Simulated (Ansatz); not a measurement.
# Magnesium, simple cubic under RPBE: ground state and equation of state

What does RPBE give for magnesium in the simple cubic structure? We relax it, solve it on a dense k-mesh, then scale the cell to 7 volumes from 88 to 112 % of the relaxed one and try a fit of the equation of state. Spin polarisation is left out. The k-meshes are 11×11×11 for the relaxation; 17×17×17 for the dense run; 12×12×12 for the volumes.

This is Mg in the simple cubic structure; at room conditions it is hcp.

Program: Ansatz 0.2.0. Level of theory: DFT RPBE, plane waves (420 eV) with PAW, scalar-relativistic; the PAW data stem from PBE, with regenerated cores. These are calculated values, not measurements.

**1. Starting point**

The structure is cubic, space group Pm-3m (No. 221). Conventional cell: a = 2.928 Å, b = 2.928 Å, c = 2.928 Å, α = 90.00°, β = 90.00°, γ = 90.00°. Mg (site symmetry m-3m) has 6 Mg at 2.93 Å as nearest neighbours.

As a file:

```
Mg
1.0
     2.92775    0.00000    0.00000
     0.00000    2.92775    0.00000
     0.00000    0.00000    2.92775
Mg
1
Direct
  0.00000 0.00000 0.00000
```

**2. Relaxation of the cell**

Input file input.yaml:

```yaml
crystal:
  lattice:
    - [2.9277513048, 0.0, 0.0]
    - [0.0, 2.9277513048, 0.0]
    - [0.0, 0.0, 2.9277513048]
  atoms:
    - { symbol: Mg, position: [0.0, 0.0, 0.0] }
hamiltonian:
  xc: rpbe
  pseudopotentials:
    kind: paw
    azcp:
      Mg: "pseudopotentials/Mg.paw.azcp"
basis:
  ecutwfc: 420
  fft_grid_basis: typed
kpoints:
  mp_grid: { grid: [11, 11, 11], shift: [0, 0, 0] }
magnetization:
  spin_polarized: false
scf:
  occupations: { method: fermi_dirac, width: 0.1 }
relax:
  max_steps: 60
  f_tol: 0.01
  cell: {}
```

After this run come: Dense single point; Volume × 0.88; Volume × 0.92; Volume × 0.96; Volume × 1.0; Volume × 1.04; Volume × 1.08; Volume × 1.12.

Before running it: what results should come out? Wanted: space group; conventional cell; volume; shortest distance; gap on the mesh; relative to hcp; V₀, B₀, B₀′.

As calculated:

| quantity | value |
| --- | --- |
| space group (spins left aside) | Pm-3m (No. 221) |
| conventional cell | a = 3.054 Å |
| volume | 28.494 Å³/atom |
| shortest distance | 3.054 Å |
| gap on the mesh | none (levels filled in part) |
| relative to hcp | +378 meV/atom |
| V₀, B₀, B₀′ | 28.548 Å³/atom, 21 GPa, 3.8 |

From the guessed start the volume grew by 13.5 % in 5 steps. Against the reference form of magnesium (hcp, computed apart with the same settings) it stands 378 meV/atom higher. Levels at the Fermi energy are filled in part, as in a metal. The fitted modulus is 21 GPa. The symmetry was held, so the structure may be unstable against distortions that break it.
